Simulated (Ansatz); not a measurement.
# Density of states of KCl

Space group Pm-3m (No. 221). a = 3.634 Å, b = 3.634 Å, c = 3.634 Å, α = 90.00°, β = 90.00°, γ = 90.00°
```tsv
atom	site	symmetry	x	y	z
K	1a	m-3m	0.0000	0.0000	0.0000
Cl	1b	m-3m	0.5000	0.5000	0.5000
```

The runs use the primitive cell with vectors (3.634, 0.000, 0.000), (0.000, 3.634, 0.000), (0.000, 0.000, 3.634) Å, to which the k mesh refers.

Symmetry: Pm-3m, No. 221, cubic system. Conventional cell: a = 3.634 Å, b = 3.634 Å, c = 3.634 Å, α = 90.00°, β = 90.00°, γ = 90.00°. K (site symmetry m-3m) is surrounded by 8 Cl at 3.15 Å. Cl (site symmetry m-3m) has 8 K at 3.15 Å as nearest neighbours.

The cell is COD entry 1000050, as deposited and not checked against the literature; nothing was relaxed.

Theory: DFT, PBE, all-electron LAPW, scalar-relativistic (Ansatz 0.2.0).

Sampling and basis: a Γ-centred 7×7×7 k mesh, Fermi–Dirac smearing of 0.01 eV, basis error target 1 meV/atom, no spin polarisation.

States per eV and cell, averaged over 0.4 eV, from -2.2 to 0.0 eV, with energies (bin centres) from the valence-band top; empty bins are left out. The partial columns, the largest 2 alone, are projections on Löwdin-orthogonalised atomic shells (those that the program's projection atoms carry: the occupied ones and, for some elements, an empty d or f shell; other empty shells have no column), summed over atoms of an element. Weights on diffuse s and p shells depend on that basis and aren't pure angular character.

| E (eV) | total | Cl 3p | K 4s |
| --- | --- | --- | --- |
| -2.1 | 0.33 | 0.28 | 0.04 |
| -1.7 | 3.36 | 3.11 | 0.16 |
| -1.3 | 3.24 | 3.07 | 0.08 |
| -0.9 | 2.52 | 2.44 | 0.03 |
| -0.5 | 3.91 | 3.83 | 0.01 |
| -0.1 | 1.64 | 1.62 | 0.00 |

Which of the resolved shells contributes most in the top eV of the valence band?

Cl 3p, with 98 % of all states there; K 3p follows with 0 %.
